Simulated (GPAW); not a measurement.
Input of a GPAW 26.7.0 run:

File run.py:

```python
import json
import numpy as np
import subprocess
from ase.dft.bandgap import bandgap
from ase.io import read, write
from ase.units import GPa
from gpaw import GPAW, PW
from gpaw.wannier.wannier90 import Wannier90

atoms = read('POSCAR')

calc = GPAW(mode=PW(600),
            xc='mBEEF',
            kpts={'size': (8, 8, 8), 'gamma': True},
            occupations={'name': 'fermi-dirac', 'width': 0.05},
            nbands=11,
            convergence={'density': 1e-05, 'energy': 1e-05},
            maxiter=150,
            txt='gpaw.txt')
atoms.calc = calc
energy = atoms.get_potential_energy()
forces = atoms.get_forces()
stress = atoms.get_stress()
calc.write('gs.gpw')
write('result.traj', atoms)
print(f'Energy: {energy:.6f} eV')
print('Forces (eV/A):')
print(forces.round(4))
print('Stress (GPa):', (stress / GPa).round(3))
print('Fermi level:', round(calc.get_fermi_level(), 4), 'eV')
print(f'Gap: {bandgap(calc)[0]:.4f} eV, direct: {bandgap(calc, direct=True)[0]:.4f} eV')

nwann = sum(2 * l + 1 for setup in calc.setups for n, l in zip(setup.n_j, setup.l_j) if n > 0)
nbands = nwann + 8
full = calc.fixed_density(kpts={'size': (6, 6, 6), 'gamma': True}, symmetry='off', nbands=nbands + 6,
                          convergence={'bands': nbands, 'eigenstates': 1e-7}, txt='full.txt')
frozen = min(0.5, full.eigenvalues()[0, :, nwann].min() - full.get_fermi_level() - 0.01)  # at most nwann bands inside
w90 = Wannier90(full, seed='w90', bands=range(nbands), spin=0)
w90.write_input(num_iter=200, dis_num_iter=500, dis_froz_max=frozen, search_shells=40)
subprocess.run(['wannier90.x', '-pp', 'w90'], check=True)
w90.write_projections()
w90.write_eigenvalues()
w90.write_overlaps()
subprocess.run(['wannier90.x', 'w90'], check=True)

words = open('w90_hr.dat').read().split('\n', 1)[1].split()
nr = int(words[1])
degeneracy = np.array(words[2:2 + nr], float)
hr = np.array(words[2 + nr:], float).reshape((nr, nwann, nwann, 7))
R, H = hr[:, 0, 0, :3], (hr[..., 5] + 1j * hr[..., 6]) / degeneracy[:, None, None]
path = atoms.cell.bandpath('GXWKGLUWLK,UX', npoints=40, eps=1e-4)
interp = np.array([np.linalg.eigvalsh(np.einsum('r,rji->ij', np.exp(2j * np.pi * R @ k), H)) for k in path.kpts])
exact = calc.fixed_density(kpts=path, symmetry='off', nbands=nwann + 6, convergence={'bands': nwann, 'eigenstates': 1e-7},
                           txt='bands.txt').band_structure().energies[0, :, :nwann]
print(f'Frozen window up to {frozen:.3f} eV over the Fermi level')
window = exact < calc.get_fermi_level() + frozen
miss = abs(interp - exact)[window]
print(f'{nwann} functions; bands in the frozen window, Wannier less DFT: mean {miss.mean():.4f} eV, largest {miss.max():.4f} eV')
json.dump({'interp': interp.tolist(), 'exact': exact.tolist(), 'kpts': path.kpts.tolist(), 'miss': [miss.mean(), miss.max()],
           'onsite': H[abs(R).sum(1).argmin()].diagonal().real.tolist()}, open('wannier.json', 'w'))
```

File POSCAR:

```
GaAs
1.0
    0.0000000000      2.8268500000      2.8268500000
    2.8268500000      0.0000000000      2.8268500000
    2.8268500000      2.8268500000      0.0000000000
As Ga
1 1
Direct
    0.7500000000      0.7500000000      0.7500000000
    0.0000000000      0.0000000000      0.0000000000
```

Potentials or basis: GPAW PAW data sets (gpaw-data 1.2.1), pw.

Launch:

```bash
$ OMP_NUM_THREADS=1 python run.py
```

Problem. Predict the total Wannier spread.

Solution. 10.65 Å² over 8 functions.

Problem. Estimate the pressure.

Solution. 1.3 GPa.

Wannier centres (Å) and spreads (Å²):
| function | x | y | z | spread |
| --- | --- | --- | --- | --- |
| 1 | 4.612 | 4.609 | 3.878 | 1.207 |
| 2 | 4.603 | 3.868 | 4.608 | 1.207 |
| 3 | 3.874 | 3.876 | 3.866 | 1.208 |
| 4 | 3.870 | 4.606 | 4.608 | 1.207 |
| 5 | 0.456 | -0.456 | -0.457 | 1.453 |
| 6 | -0.456 | 0.457 | -0.456 | 1.453 |
| 7 | -0.456 | -0.456 | 0.456 | 1.453 |
| 8 | 0.456 | 0.456 | 0.456 | 1.460 |

Caveat: in doubt: disentanglement not converged; the PAW data sets were made with another functional, which shifts forces and pressure a little.

**Experimental background.**

“Evidence of valence band perturbations in GaAsN/GaAs(001): A combined variable-angle spectroscopic ellipsometry and modulated photoreflectance investigation”, 2008, arxiv:0805.2212 reports, for a bulk crystal of GaAs at 300 K: band gap 1.418 ± 0.005 eV (direct).

A measured gap of GaAs is 1.418 eV (direct; 300 K; “Evidence of valence band perturbations in GaAsN/GaAs(001): A combined variable-angle spectroscopic ellipsometry and modulated photoreflectance investigation”, 2008, arxiv:0805.2212); the calculated 1.00 eV misses it by -0.42 eV. 3 values of this kind are on record (1.412 to 1.51 eV); this one was drawn at random among those near their median, those with a stated uncertainty first. Spin-orbit coupling on As, Ga is left out. The value is that of mBEEF, without temperature or zero-point motion.
